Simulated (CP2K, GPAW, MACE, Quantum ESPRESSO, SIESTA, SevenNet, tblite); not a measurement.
# Which run comes nearest? Hcp Mg, size series (64 atoms)

The cell holds 64 atoms: 64 Mg. Cell: a = 12.836 Å, b = 12.836 Å, c = 10.422 Å, α = 90.0°, β = 90.0°, γ = 120.0°. It derives from Mg (hcp), repeated 4×4×2. Hcp Mg (a = 3.209 Å, c = 5.211 Å), 4 x 4 x 2 conventional cells; every coordinate displaced by a Gaussian of 0.05 Å. Then every atom was moved at random, 0.03 Å r.m.s. a Cartesian component.

Geometry: as built.

The reference, a calculation:

* method: Kohn-Sham DFT, PBE, SSSP efficiency 1.3.0 pseudopotentials, plane waves (Quantum ESPRESSO 7.5); sssp-pbe-1.3.0-efficiency, cutoffs 45/360 Ry, Γ point
* r.m.s. force component: 0.1781 eV/Å
* longest force: 0.7395 eV/Å
* pressure: -0.493 GPa
* time: 46 s on 4 MPI ranks of Arm Neoverse V2, shared host
* CPU time: 3 min

**Question.** The same geometry is run in other programs. How far does each lie from the reference, and what does it cost?
- SIESTA PBE, DZP, shift 0.02 Ry, mesh 500 Ry (SIESTA 5.4.2; 2 MPI ranks)
- tblite GFN1-xTB (tblite 0.8.0; 1 thread)
- GPAW PBE, LCAO sz(dzp), h 0.2 Å (GPAW 26.7.0; 1 thread)
- GPAW PBE, LCAO dzp, h 0.2 Å, other mixer settings (GPAW 26.7.0; 1 thread)
- SevenNet 0 potential (SevenNet 0; 1 thread)
- MACE MPA-0 medium potential (MACE MPA-0 medium; 1 thread)
- SIESTA PBE, DZP, shift 0.01 Ry, mesh 500 Ry (SIESTA 5.4.2; 2 MPI ranks)
- SIESTA PBE, TZP, shift 0.01 Ry, mesh 500 Ry (SIESTA 5.4.2; 2 MPI ranks)
- GPAW PBE, LCAO dzp, h 0.2 Å (GPAW 26.7.0; 1 thread)
- MACE MP-0b2 small potential (MACE MP-0b2 small; 1 thread)

Differences are against the plane-wave reference, forces as r.m.s. over components; share is that over the reference's r.m.s. force, slope the least-squares factor from reference forces to these. Total energies of different programs have different zeros and aren't compared.

```tsv
run	Δ force, r.m.s. (meV/Å)	share (%)	slope	Δ pressure (GPa)	cores	CPU time	memory (GiB)
reference	-	-	-	-	4	3 min	2.5
SIESTA PBE, DZP, shift 0.02 Ry, mesh 500 Ry	58.0	32.6	1.296	-2.38	2	2.2 min	1.2
tblite GFN1-xTB	125	70.3	0.730	22.2	1	2.2 s	0.12
GPAW PBE, LCAO sz(dzp), h 0.2 Å (coarse)	28.8	16.2	1.110	-	1	2.9 min	1.3
GPAW PBE, LCAO dzp, h 0.2 Å, other mixer settings	15.1	8.47	1.076	-	1	8 min	1.6
SevenNet 0 potential	54.5	30.6	0.723	0.216	1	7.2 s	0.61
MACE MPA-0 medium potential	43.6	24.5	0.812	-0.0421	1	7.5 s	0.75
SIESTA PBE, DZP, shift 0.01 Ry, mesh 500 Ry	105	59.2	1.579	0.835	2	2.7 min	1.4
SIESTA PBE, TZP, shift 0.01 Ry, mesh 500 Ry	89.9	50.5	1.491	0.270	2	3.2 min	1.5
GPAW PBE, LCAO dzp, h 0.2 Å	15.1	8.47	1.076	-	1	8.2 min	1.5
MACE MP-0b2 small potential	58.1	32.6	0.709	0.126	1	7 s	0.34
```

Rows marked coarse were listed beforehand as settings not expected to be converged; some can still land near the reference.

Times of the machine-learned potentials are mostly Python's start and the loading of weights.

CPU time is summed over cores on a shared host, where runs went side by side, so it is rough. Symmetry, cutoffs, thresholds, outputs and thread counts weren't matched or tuned between programs; memory under MPI is the largest rank's times the ranks.

The PBE runs in local orbitals, coarse settings apart, differ by 8.5 % (GPAW PBE, LCAO dzp, h 0.2 Å) to 59 % (SIESTA PBE, DZP, shift 0.01 Ry, mesh 500 Ry); basis, grid and potentials can all enter. Tight binding differs by 70 % (tblite GFN1-xTB); it is another model, with fitted parameters of its own, and the xTB methods hold dispersion. Machine-learned potentials differ by 24 % (MACE MPA-0 medium potential) to 33 % (MACE MP-0b2 small potential); they were trained on other programs' data. Among those trained on PBE data the slope goes as low as 0.71. Runs with settings chosen to be coarse differ by 16 % (GPAW PBE, LCAO sz(dzp), h 0.2 Å), their programs' other errors included. Periodic xTB results under one method name differ between programs and library versions. Machine-learned potentials mimic data converged in k, so the reference's own k-point error enters their differences. The electronic-structure runs sample only Γ, in a cell whose shortest periodic width is 10 Å, which is coarse for a cell with partly filled levels.

[Logs are printed without paths, hosts, clocks, repeated set-up lines and the standing remarks that a program may print on its own settings, such as how far it seeks lower states.]

[Hosts, paths, dates, database ids (printed as entryN), source tags and the programs' standing remarks are cut or masked in the printed files.]
